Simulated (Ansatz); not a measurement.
The cell is ZnGa2O4 (Fd-3m) from a database of computed structures; cell and atoms were relaxed with r2SCAN. The symmetry is Fd-3m (No. 227, cubic); conventional cell a = 8.328 Å, 10.31 Å³ an atom. Zn is surrounded by 4 O at 1.97 Å; Ga is surrounded by 6 O at 1.99 Å; O is surrounded by 1 Zn at 1.97 Å and 3 Ga at 1.99 Å.

```
Zn Ga O
1.0
     0.00000    4.16406    4.16406
     4.16406    0.00000    4.16406
     4.16406    4.16406    0.00000
Zn Ga O
2 4 8
Direct
  0.50000 0.50000 0.50000
  0.75000 0.75000 0.75000
  0.12500 0.12500 0.62500
  0.12500 0.62500 0.12500
  0.62500 0.12500 0.12500
  0.12500 0.12500 0.12500
  0.88660 0.34021 0.88660
  0.36340 0.36340 0.90979
  0.36340 0.36340 0.36340
  0.90979 0.36340 0.36340
  0.88660 0.88660 0.88660
  0.34021 0.88660 0.88660
  0.36340 0.90979 0.36340
  0.88660 0.88660 0.34021
```

3 runs of the plane-wave code Ansatz on this cell differ in the functional (and in the settings that go with it). Levels are in eV from each run's valence top; v1 is the last filled band, c1 the first empty one.

Run A, mean stress 0.0 GPa (compression positive):

| point | v4 | v3 | v2 | v1 | c1 | c2 |
| --- | --- | --- | --- | --- | --- | --- |
| Γ | -0.24 | -0.18 | -0.18 | -0.18 | 3.24 | 6.83 |
| X | -0.28 | -0.28 | -0.25 | -0.25 | 6.83 | 6.83 |
| U | -0.68 | -0.59 | -0.37 | -0.05 | 7.10 | 7.11 |
| L | -0.28 | -0.28 | -0.07 | -0.07 | 6.08 | 6.26 |
| W | -0.63 | -0.63 | -0.25 | -0.25 | 7.36 | 7.36 |

Run B, mean stress +8.3 GPa (compression positive):

| point | v4 | v3 | v2 | v1 | c1 | c2 |
| --- | --- | --- | --- | --- | --- | --- |
| Γ | -0.26 | -0.19 | -0.19 | -0.19 | 2.63 | 6.15 |
| X | -0.28 | -0.28 | -0.23 | -0.23 | 6.17 | 6.17 |
| U | -0.68 | -0.57 | -0.35 | -0.05 | 6.44 | 6.46 |
| L | -0.28 | -0.28 | -0.06 | -0.06 | 5.42 | 5.63 |
| W | -0.64 | -0.64 | -0.23 | -0.23 | 6.71 | 6.71 |

Run C, mean stress +0.2 GPa (compression positive):

| point | v4 | v3 | v2 | v1 | c1 | c2 |
| --- | --- | --- | --- | --- | --- | --- |
| Γ | -0.27 | -0.20 | -0.20 | -0.20 | 5.11 | 8.78 |
| X | -0.31 | -0.31 | -0.23 | -0.23 | 8.87 | 8.87 |
| U | -0.74 | -0.60 | -0.39 | -0.05 | 9.16 | 9.17 |
| L | -0.30 | -0.30 | -0.08 | -0.08 | 8.06 | 8.26 |
| W | -0.67 | -0.67 | -0.27 | -0.27 | 9.44 | 9.44 |

Problem. Match the runs to PBE, r2SCAN, PBE0.

Solution. A is r2SCAN, B is PBE, C is PBE0. In order of the gap: PBE 2.63, r2SCAN 3.24, PBE0 5.11 eV.

The values are computed, spin-unpolarised, and not measurements.

The stress of a hybrid is loosely converged in these runs.

The meshes of the hybrids are coarse, so their gaps aren't converged to the digits shown.
